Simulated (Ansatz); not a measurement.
# ZnO (P6_3mc): a single-point run

The task is a single-point run on ZnO (P6_3mc). The structure is shown as the input types it.

Program: Ansatz 0.2.0. Level of theory: DFT PBE, scalar-relativistic, plane waves, PAW. These are calculated values, not measurements.

## 1. The system as given

Symmetry: P6_3mc, No. 186, hexagonal system. The conventional cell has a = 6.197 Å, b = 6.197 Å, c = 10.003 Å, α = 90.00°, β = 90.00°, γ = 120.00°. Zn (site symmetry 3m) has 4 O at 3.78 to 3.79 Å in its first shell of neighbours. O (site symmetry 3m) has 4 Zn at 3.78 to 3.79 Å in its first shell of neighbours.

Structure file:

```
CELL_PARAMETERS angstrom
6.19724 0.00000 0.00000
-3.09862 5.36697 0.00000
0.00000 0.00000 10.00319
ATOMIC_POSITIONS crystal
Zn 0.33333 0.66667 0.00151
Zn 0.66667 0.33333 0.50151
O 0.33333 0.66667 0.38059
O 0.66667 0.33333 0.88059
```

## 2. Input and run

input.yaml reads:

```yaml
crystal:
  lattice:
    - [6.19724356, 0.0, 0.0]
    - [-3.09862178, 5.36697036, 0.0]
    - [0.0, 0.0, 10.0031854]
  atoms:
    - { symbol: Zn, position: [0.3333333333333, 0.6666666666667, 0.0015089684] }
    - { symbol: Zn, position: [0.6666666666667, 0.3333333333333, 0.5015089684] }
    - { symbol: O, position: [0.3333333333333, 0.6666666666667, 0.3805910316] }
    - { symbol: O, position: [0.6666666666667, 0.3333333333333, 0.8805910316] }
basis:
  ecutwfc: 420
  ecutrho_ratio: 4
kpoints:
  mp_grid: { grid: [12, 12, 8] }
hamiltonian:
  xc: pbe
scf:
  occupations: { method: gaussian, width: 0.05 }
  max_iter: 80
output:
  forces: true
  stress: true
```

Run with:

```sh
> ansatz run input.yaml --threads 2 --pin off --max-ram 2662MiB --backend cpu --events-out ev --progress --plain --runs-dir out
```

What happens when this is run?

The run converged and reported no error. Convergence says nothing about whether the input makes sense.

A unit slip: numbers in bohr are taken as ångström. The shortest distance in the input is 3.78 Å, between atoms 2 (Zn) and 3 (O).

Fix: convert the lengths to the unit that the input reads.
